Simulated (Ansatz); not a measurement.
# BN: the cost of one run

Computed with Ansatz 0.2.0 (DFT PBE, scalar-relativistic, plane waves, PAW, unless a step's input says otherwise).

2 further runs of the same task are left out: 2 set aside as unsound or not needed.

### Step 1. The structure to begin with

It takes space group F-43m (No. 216, cubic). The conventional cell has a = 3.625 Å, b = 3.625 Å, c = 3.625 Å, α = 90.00°, β = 90.00°, γ = 90.00°. Around B (site symmetry -43m) lie 4 N at 1.57 Å. N (site symmetry -43m) is surrounded by 4 B at 1.57 Å.

Coordinates:

```xyz
8
Lattice="3.6247 0.0000 0.0000 0.0000 -3.6247 0.0000 0.0000 0.0000 -3.6247" Properties=species:S:1:pos:R:3 pbc="T T T"
B     0.0000   -1.8123   -1.8123
B     1.8123    0.0000   -1.8123
B     1.8123   -1.8123    0.0000
B     0.0000    0.0000    0.0000
N     2.7185   -2.7185   -2.7185
N     0.9062   -0.9062   -2.7185
N     0.9062   -2.7185   -0.9062
N     2.7185   -0.9062   -0.9062
```

It goes back to an entry of the Materials Project.

It is built from the cell relaxed beforehand with the same method (5.95 Å³/atom).

### Step 2. Zero of the scan

input.yaml

```yaml
crystal:
  lattice:
    - [3.624697024, 0.0, 0.0]
    - [0.0, -3.624697024, 0.0]
    - [0.0, 0.0, -3.624697024]
  atoms:
    - { symbol: B, position: [0.0, 0.5, 0.5] }
    - { symbol: B, position: [0.5, 0.0, 0.5] }
    - { symbol: B, position: [0.5, 0.5, 0.0] }
    - { symbol: B, position: [0.0, 0.0, 0.0] }
    - { symbol: "N", position: [0.75, 0.75, 0.75] }
    - { symbol: "N", position: [0.25, 0.25, 0.75] }
    - { symbol: "N", position: [0.25, 0.75, 0.25] }
    - { symbol: "N", position: [0.75, 0.25, 0.25] }
basis:
  ecutwfc: 420
kpoints:
  mp_grid: { grid: [6, 6, 6] }
hamiltonian:
  xc: pbe
scf:
  occupations: { method: gaussian, width: 0.05 }
output:
  forces: true
  stress: true
  eigenvalues: true
```

Command:

```sh
$ ansatz run input.yaml --threads 1 --pin off --max-ram 2560MiB --backend cpu --events-out ev --progress --plain --runs-dir out
```

**Question.** How long does this run take on 1 thread of Oxide Virtual Turin-like (Zen 5), shared host, and how much memory does it need?

About 1.3 s, with a peak of 0.35 GiB.
